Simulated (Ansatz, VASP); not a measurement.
## One calculation of SnSe, two programs

INCAR

```
  PREC = Accurate
  ENCUT = 520
  EDIFF = 1E-7
  ISMEAR = -1
  SIGMA = 0.1
  LREAL = F
  LASPH = T
  NELM = 60
  ALGO = Normal
  ISIF = 2
  LWAVE = F
  LCHARG = T
  GGA = PE
  LELF = T
  LVHAR = T
  NBANDS = 28
```

The input KPOINTS:

```
Automatic mesh
0
Gamma
  10 10 5
```

Contents of POSCAR:

```
SnSe
1.0
    2.8494065493      0.0000000000      0.0000000000
   -1.4247032746      2.4676584574      0.0000000000
    0.0000000000      0.0000000000     10.0077029851
Sn Se
2 2
Direct
    0.3333333333      0.6666666667      0.0598083070
    0.6666666667      0.3333333333      0.5598083070
    0.3333333333      0.6666666667      0.3161916930
    0.6666666667      0.3333333333      0.8161916930
```

Input for Ansatz:

```yaml
crystal:
  lattice:
    - [2.8494065493, 0.0, 0.0]
    - [-1.4247032746, 2.4676584574, 0.0]
    - [0.0, 0.0, 10.0077029851]
  atoms:
    - { symbol: Sn, position: [0.3333333333, 0.6666666667, 0.059808307] }
    - { symbol: Sn, position: [0.6666666667, 0.3333333333, 0.559808307] }
    - { symbol: Se, position: [0.3333333333, 0.6666666667, 0.316191693] }
    - { symbol: Se, position: [0.6666666667, 0.3333333333, 0.816191693] }
kpoints:
  mp_grid: { grid: [10, 10, 5] }
scf:
  occupations: { method: fermi_dirac, width: 0.1 }
hamiltonian:
  xc: pbe
  pseudopotentials: { kind: all_electron, lapw: { basis_error: 0.0005 } }
output:
  forces: true
  stress: true
  eigenvalues: true
  populations: true
```

Alike in both runs: task single point; functional PBE; k mesh 10 × 10 × 5; occupations fermi-dirac, width 0.1 eV; no spin polarisation.

```csv
,VASP,Ansatz
version,VASP 6.6.1,Ansatz 0.2.0
potentials or method,"VASP PAW PBE potentials, release 64 (Sn_d, Se)","all-electron LAPW, scalar-relativistic"
plane-wave cutoff (eV),520,see its input
```

Ansatz gave:

| Property | Result |
| --- | --- |
| rms of the force components (eV/Å) | 0.000 |

Problem. Estimate VASP's values.

Solution. rms of the force components (eV/Å): 0.004.

Atom by atom the forces differ by 0.004 eV/Å (rms over components). Ansatz ran all-electron here, so the differences hold the error of VASP's frozen core and of both bases.
